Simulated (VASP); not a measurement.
# FeO (I4/mmm) in VASP: a series of runs

One crystal, FeO, is run at these levels: PBE; tasks: single point.

All numbers are computed with VASP 6.6.1; they aren't measurements. Logs are shortened: lines on timing, memory, paths and dates and some standing lists are left out, and cuts for length are marked.

### Step 1. Starting point

It takes space group I4/mmm (No. 139, tetragonal). The conventional cell has a = 3.204 Å, b = 3.204 Å, c = 4.167 Å, α = 90.00°, β = 90.00°, γ = 90.00°. Around Fe (site symmetry 4/mmm) lie 6 O at 2.08 to 2.27 Å. Around O (site symmetry 4/mmm) lie 6 Fe at 2.08 to 2.27 Å.

The cell comes from a database or a generator and needn't be the stable form of this composition.

### Step 2. Single point, PBE, collinear spin, ferromagnetic start

File INCAR:

```
SYSTEM = FeO
PREC     = Accurate       ! precision mode
ENCUT    = 400            ! plane-wave cutoff, eV
EDIFF    = 1E-6           ! SCF threshold, eV
ISMEAR   = 0              ! smearing method
SIGMA    = 0.05           ! smearing width, eV
LREAL    = .FALSE.        ! projectors in reciprocal space
LASPH    = .FALSE.        ! aspherical terms in the spheres
NELM     = 100            ! most SCF steps
ALGO     = Normal         ! electronic algorithm
ISIF     = 2              ! what is computed and relaxed
LWAVE    = .FALSE.        ! write WAVECAR
LCHARG   = .FALSE.        ! write CHGCAR
ISPIN    = 2              ! spin polarisation
MAGMOM   = 3 0            ! initial moments
LORBIT   = 11             ! projections on sites
LMAXMIX  = 4              ! l up to which the mixer works
GGA      = PE             ! functional
ADDGRID  = .FALSE.
```

File KPOINTS:

```
Automatic mesh
0
G
  5 5 5
  0 0 0
```

File POSCAR:

```
FeO
1.0
   -1.6021034130      1.6021034130      2.0833922500
    1.6021034130     -1.6021034130      2.0833922500
    1.6021034130      1.6021034130     -2.0833922500
Fe O
1 1
Direct
    0.0000000000      0.0000000000      0.0000000000
    0.5000000000      0.5000000000      0.0000000000
```

Potentials or basis: VASP PAW PBE potentials, release 64 (Fe, O).

Command:

```
$ cat potpaw_PBE.64/Fe/POTCAR potpaw_PBE.64/O/POTCAR > POTCAR
$ mpirun -np 1 vasp_std > vasp.out
```

OUTCAR:

```text
SYSTEM = FeO
   PREC = Accurate
   ENCUT = 400
   EDIFF = 1E-6
   ISMEAR = 0
   LREAL = .FALSE.
   LASPH = .FALSE.
   NELM = 100
   ISIF = 2
   ISPIN = 2
   LORBIT = 11
   GGA = PE

 Found     18 irreducible k-points:

 Following reciprocal coordinates:
            Coordinates               Weight
  0.000000  0.000000  0.000000      1.000000
  0.200000  0.000000 -0.000000      8.000000
  0.400000  0.000000 -0.000000      8.000000
  0.200000  0.200000 -0.000000      8.000000
  0.400000  0.200000 -0.000000     16.000000
 -0.400000  0.200000  0.000000     16.000000
   k-points           NKPTS =     18   k-points in BZ     NKDIM =     18   number of bands    NBANDS=     13
   number of dos      NEDOS =    301   number of ions     NIONS =      2
   total plane-waves  NPLWV =   8000
   dimension x,y,z NGX =    20 NGY =   20 NGZ =   20
   dimension x,y,z NGXF=    40 NGYF=   40 NGZF=   40
   ions per type =               1   1
   NGX,Y,Z   is equivalent  to a cutoff of  10.80, 10.80, 10.80 a.u.
   NGXF,Y,Z  is equivalent  to a cutoff of  21.60, 21.60, 21.60 a.u.
 SYSTEM =  FeO
   PREC   = accura    normal or accurate (medium, high low for compatibility)
   ISTART =      0    job   : 0-new  1-cont  2-samecut
   ICHARG =      2    charge: 1-file 2-atom 10-const
   ISPIN  =      2    spin polarized calculation?
   LNONCOLLINEAR =      F non collinear calculations
   LSORBIT =      F    spin-orbit coupling
   LASPH  =      F    aspherical Exc in radial PAW
   ENCUT  =  400.0 eV  29.40 Ry    5.42 a.u.   5.02  5.02  5.02*2*pi/ulx,y,z
   NELM   =    100;   NELMIN=  2; NELMDL= -5     # of ELM steps
   EDIFF  = 0.1E-05   stopping-criterion for ELM
   LREAL  =      F    real-space projection
   EDIFFG = 0.1E-04   stopping-criterion for IOM
   NSW    =      0    number of steps for IOM
   IBRION =     -1    ionic relax: 0-MD 1-quasi-New 2-CG
   NFREE  =      0    steps in history (QN), initial steepest desc. (CG)
   ISIF   =      2    stress and relaxation
   ISYM   =      2    0-nonsym 1-usesym 2-fastsym
   POTIM  = 0.5000    time-step for ionic-motion
   TEBEG  =    0.0;   TEEND  =   0.0 temperature during run
   PSTRESS=    0.0 pullay stress
   NELECT =      14.0000    total number of electrons
   NUPDOWN=      -1.0000    fix difference up-down
   EMIN   =  10.00;   EMAX   =-10.00  energy-range for DOS
   EFERMI =   0.00;   METHOD = LEGACY
   ISMEAR =     0;   SIGMA  =   0.05  broadening in eV -4-tet -1-fermi 0-gaus
   EFERMI_NEDOS =   21; number of points for ismear=-14 and -15
   IALGO  =     38    algorithm
   IMIX   =      4    mixing-type and parameters
     AMIX     =   0.40;   BMIX     =  1.00
     AMIX_MAG =   1.60;   BMIX_MAG =  1.00
  volume/ion in A,a.u.               =      10.70        72.17
  Fermi-wavevector in a.u.,A,eV,Ry     =   1.421391  2.686039 27.488551  2.020352
  Thomas-Fermi vector in A             =   2.542205
   LORBIT       =     11    0 simple, 1 ext, 2 COOP (PROOUT), +10 PAW based schemes
   GGA     = PE    functional components
   LHFCALC =     F    Hartree Fock is set to
   AEXX    =    0.0000 exact exchange contribution
   IVDW    =     0    specifies the selected vdW correction
   LEPSILON=     F    determine dielectric tensor
   LRPA    =     F    only Hartree local field effects (RPA)
 spin polarized calculation
[... 33 lines left out ...]
      6       1.8647      1.00000
      7       1.8660      1.00000
      8       1.9636      1.00000
      9       1.9636      1.00000
     10       5.3726      0.99988
     11      20.8249      0.00000
     12      22.0378      0.00000
     13      22.0378      0.00000
[... 66 lines left out ...]
  band No.  band energies     occupation
      1     -13.9589      1.00000
      2      -1.7158      1.00000
      3      -0.4353      1.00000
      4      -0.0200      1.00000
      5       1.7792      1.00000
      6       2.3598      1.00000
      7       2.7036      1.00000
      8       3.5144      1.00000
      9       3.9736      1.00000
     10       9.9704      0.00000
     11      14.3239      0.00000
     12      15.9536      0.00000
     13      19.3536      0.00000

 [... further k-points ...]

 spin component 2

 k-point     1 :       0.0000    0.0000    0.0000
  band No.  band energies     occupation
      1     -14.2280      1.00000
      2       2.2218      1.00000
      3       2.5420      1.00000
      4       2.5420      1.00000
      5       4.7625      1.00000
      6       4.7625      1.00000
      7       5.0086      1.00000
      8       5.2772      1.00000
      9       5.6146      0.00075
     10       6.6230      0.00000
     11      20.7724      0.00000
     12      22.8882      0.00000
     13      22.9651      0.00000
[... 66 lines left out ...]
  band No.  band energies     occupation
      1     -13.4095      1.00000
      2      -0.9274      1.00000
      3       0.7061      1.00000
      4       1.2437      1.00000
      5       4.7970      1.00000
      6       5.8181      0.00000
      7       5.9909      0.00000
      8       6.6618      0.00000
      9       7.2730      0.00000
     10      10.9046      0.00000
     11      15.3592      0.00000
     12      16.9245      0.00000
     13      20.2499      0.00000

 [... further k-points ...]

------------------------ aborting loop because EDIFF is reached ----------------------------------------

  FORCE on cell =-STRESS in cart. coord.  units (eV):
  Direction    XX          YY          ZZ          XY          YZ          ZX
  --------------------------------------------------------------------------------------
  -------------------------------------------------------------------------------------
  Total       -2.0491057     -2.0491057     -1.3695500      0.0000000      0.0000000      0.0000000
  in kB     -153.4838974   -153.4838974   -102.5832224      0.0000000      0.0000000      0.0000000
  external PRESSURE =    -136.5170057 kB  Pullay stress =       0.0000000 kB

 VOLUME and BASIS-vectors are now :
 -----------------------------------------------------------------------------
  energy-cutoff  :      400.00
  volume of cell :       21.39
      direct lattice vectors                 reciprocal lattice vectors
    -1.602103413  1.602103413  2.083392250     0.000000000  0.312089717  0.239993213
     1.602103413 -1.602103413  2.083392250     0.312089717  0.000000000  0.239993213
     1.602103413  1.602103413 -2.083392250     0.312089717  0.312089717  0.000000000

 POSITION                                       TOTAL-FORCE (eV/Angst)
 -----------------------------------------------------------------------------------
      0.00000      0.00000      0.00000        -0.000000      0.000000      0.000000
      0.00000      0.00000      2.08339         0.000000     -0.000000     -0.000000
 -----------------------------------------------------------------------------------
    total drift:                               -0.000000     -0.000000      0.000000

  FREE ENERGIE OF THE ION-ELECTRON SYSTEM (eV)
  ---------------------------------------------------
  free  energy   TOTEN  =       -14.8894841178 eV

  energy  without entropy=      -14.8888662254  energy(sigma->0) =      -14.88917517

 total charge

# of ion       s       p       d       tot
------------------------------------------
    1        0.281   0.326   6.045   6.652
    2        1.584   3.421   0.000   5.005
--------------------------------------------------
tot          1.865   3.747   6.045  11.657

 magnetization (x)

# of ion       s       p       d       tot
------------------------------------------
    1        0.032   0.019   3.577   3.628
    2        0.029   0.271   0.000   0.300
--------------------------------------------------
tot          0.060   0.290   3.577   3.928
```

Wall time 7.8 s (1 thread of Intel Xeon Platinum 8488C (Sapphire Rapids), shared host); peak memory 0.12 GiB.

These settings aren't checked as converged: the numbers below hold their error.

Results:

```yaml
Free_energy: -14.8895 eV
Band_gap_on_the_k_mesh: none (metal or under the smearing width)
Net_moment: 4.02 μB per cell
Site_moments: Fe +3.63; O +0.30 μB
Valence_electrons_inside_the_program's_atomic_spheres: Fe 6.65; O 5.00
```

Caveat: the k mesh is coarse (spacing up to 0.55 Å⁻¹), so the values aren't converged; the cutoff is under 1.25 times the usual one of these potentials, so pressure, stress and relaxed cells hold a basis-set (Pulay) error; a cell with one magnetic atom can't hold antiferromagnetic order, which such compounds often take; semilocal functionals often make such compounds metallic where correlation or magnetic order opens a gap, which also shifts bond lengths.

### Step 3. Single point, PBE, collinear spin, ferromagnetic start

INCAR: that of step 2 with these lines changed.

```diff
@@ -1,9 +1,9 @@
 SYSTEM = FeO
-PREC     = Accurate       ! precision mode
+PREC     = Normal         ! precision mode
 ENCUT    = 400            ! plane-wave cutoff, eV
-EDIFF    = 1E-6           ! SCF threshold, eV
+EDIFF    = 1E-4           ! SCF threshold, eV
 ISMEAR   = 0              ! smearing method
 SIGMA    = 0.05           ! smearing width, eV
-LREAL    = .FALSE.        ! projectors in reciprocal space
-LASPH    = .FALSE.        ! aspherical terms in the spheres
+LREAL    = Auto         
+LASPH    = .TRUE.         ! aspherical terms in the spheres
 NELM     = 100            ! most SCF steps
```

KPOINTS is that of step 2.

POSCAR is that of step 2.

Potentials or basis: VASP PAW PBE potentials, release 64 (Fe, O).

Command:

```
$ cat potpaw_PBE.64/Fe/POTCAR potpaw_PBE.64/O/POTCAR > POTCAR
$ mpirun -np 1 vasp_std > vasp.out
```

OUTCAR:

```text
SYSTEM = FeO
   PREC = Normal
   ENCUT = 400
   EDIFF = 1E-4
   ISMEAR = 0
   LREAL = Auto
   LASPH = .TRUE.
   NELM = 100
   ISIF = 2
   ISPIN = 2
   LORBIT = 11
   GGA = PE

 Found     18 irreducible k-points:

 Following reciprocal coordinates:
            Coordinates               Weight
  0.000000  0.000000  0.000000      1.000000
  0.200000  0.000000 -0.000000      8.000000
  0.400000  0.000000 -0.000000      8.000000
  0.200000  0.200000 -0.000000      8.000000
  0.400000  0.200000 -0.000000     16.000000
 -0.400000  0.200000  0.000000     16.000000
[... 283 lines left out ...]

 VOLUME and BASIS-vectors are now :
 -----------------------------------------------------------------------------
  energy-cutoff  :      400.00
  volume of cell :       21.39
      direct lattice vectors                 reciprocal lattice vectors
    -1.602103413  1.602103413  2.083392250     0.000000000  0.312089717  0.239993213
     1.602103413 -1.602103413  2.083392250     0.312089717  0.000000000  0.239993213
     1.602103413  1.602103413 -2.083392250     0.312089717  0.312089717  0.000000000

 POSITION                                       TOTAL-FORCE (eV/Angst)
 -----------------------------------------------------------------------------------
      0.00000      0.00000      0.00000         0.000000     -0.000000     -0.000000
      0.00000      0.00000      2.08339        -0.000000      0.000000      0.000000
 -----------------------------------------------------------------------------------
    total drift:                               -0.000000     -0.000000      0.000000

  FREE ENERGIE OF THE ION-ELECTRON SYSTEM (eV)
  ---------------------------------------------------
  free  energy   TOTEN  =       -14.8909310015 eV

  energy  without entropy=      -14.8903033136  energy(sigma->0) =      -14.89061716

 total charge

# of ion       s       p       d       tot
------------------------------------------
    1        0.281   0.325   6.045   6.651
    2        1.584   3.422   0.000   5.006
--------------------------------------------------
tot          1.865   3.747   6.045  11.657

 magnetization (x)

# of ion       s       p       d       tot
------------------------------------------
    1        0.032   0.019   3.577   3.627
    2        0.029   0.272   0.000   0.301
--------------------------------------------------
tot          0.060   0.291   3.577   3.928
```

OSZICAR:

```text
N       E                     dE             d eps       ncg     rms          rms(c)
DAV:   1     0.707010510699E+02    0.70701E+02   -0.59350E+03   957   0.101E+03
DAV:   2    -0.117324615456E+02   -0.82434E+02   -0.71387E+02   986   0.230E+02
DAV:   3    -0.173669292080E+02   -0.56345E+01   -0.53983E+01  1066   0.702E+01
DAV:   4    -0.174232935938E+02   -0.56364E-01   -0.56352E-01  1046   0.711E+00
DAV:   5    -0.174238559093E+02   -0.56232E-03   -0.56231E-03  1056   0.754E-01    0.176E+01
DAV:   6    -0.157844977868E+02    0.16394E+01   -0.26737E+01  1133   0.800E+01    0.209E+01
DAV:   7    -0.149356266827E+02    0.84887E+00   -0.61672E+00  1157   0.529E+01    0.885E+00
DAV:   8    -0.149152514637E+02    0.20375E-01   -0.30000E-01  1162   0.721E+00    0.503E+00
DAV:   9    -0.149009234937E+02    0.14328E-01   -0.19045E-01  1390   0.814E+00    0.142E+00
DAV:  10    -0.148908190383E+02    0.10104E-01   -0.53428E-02  1332   0.508E+00    0.198E-01
DAV:  11    -0.148909276332E+02   -0.10859E-03   -0.64047E-03  1229   0.937E-01    0.789E-02
DAV:  12    -0.148909310015E+02   -0.33682E-05   -0.13533E-04   680   0.136E-01
   1 F= -.14890931E+02 E0= -.14890617E+02  d E =-.627688E-03  mag=     4.0161
```

Wall time 6.9 s (1 thread of Intel Xeon Platinum 8488C (Sapphire Rapids), shared host); peak memory 0.11 GiB.

The run converged, but some of its settings lie outside the range that counts as converged, so its numbers aren't taken as properties of the crystal.

What came out:

- Free energy: -14.8909 eV
- Band gap on the k mesh: none (metal or under the smearing width)
- Net moment: 4.01 μB per cell
- Site moments: Fe +3.63; O +0.30 μB
- Valence electrons inside the program's atomic spheres: Fe 6.65; O 5.01

Caveat: the k mesh is coarse (spacing up to 0.55 Å⁻¹), so the values aren't converged; the cutoff is under 1.25 times the usual one of these potentials, so pressure, stress and relaxed cells hold a basis-set (Pulay) error; a cell with one magnetic atom can't hold antiferromagnetic order, which such compounds often take; semilocal functionals often make such compounds metallic where correlation or magnetic order opens a gap, which also shifts bond lengths.

### Step 4. The reference run

An earlier run on the cell as given: functional PBE; potentials or basis VASP PAW PBE potentials, release 64 (Fe, O); cutoff 520 eV; k mesh 12 × 12 × 12; occupations fermi-dirac, width 0.05 eV; collinear spin, ferromagnetic start; starting moments [3.0, 0.0] μB.

* Pressure: -8.7 GPa
* Band gap on the k mesh: none (metal or under the smearing width)
* Net moment: 4.00 μB per cell
* Site moments: Fe +3.62; O +0.29 μB
* Valence electrons inside the program's atomic spheres: Fe 6.66; O 4.97
